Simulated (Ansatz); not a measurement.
# Moving spin-orbit coupling in PbS

It takes space group Fm-3m (No. 225, cubic). Conventional cell: a = 5.931 Å, b = 5.931 Å, c = 5.931 Å, α = 90.00°, β = 90.00°, γ = 90.00°. Pb (site symmetry m-3m) is surrounded by 6 S at 2.97 Å. S (site symmetry m-3m) has 6 Pb at 2.97 Å as nearest neighbours.

Kept alike: task band structure; functional PBEsol; k mesh 8 × 8 × 8; occupations fermi-dirac, width 0.05 eV. Program: Ansatz, Ansatz PAW, cutoff 420 eV. The mesh is that of the run's cell of 2 atoms.

| spin-orbit coupling | band gap (eV) | pressure (GPa) |
| --- | --- | --- |
| off | 0.249 | -0.86 |
| on | 0.181 | -1.37 |

Pressure is positive in compression, with a Pulay correction for the finite cutoff. Gaps are the smaller of the mesh's and the band path's. All rows use potentials made for PBE.

Q: What does spin-orbit coupling change here?

A: The band gap runs from 0.181 (on) to 0.249 eV (off). Spin-orbit coupling splits p and d bands at the edges, and the more so the heavier the atoms. The pressure runs from -1.37 (on) to -0.86 GPa (off).
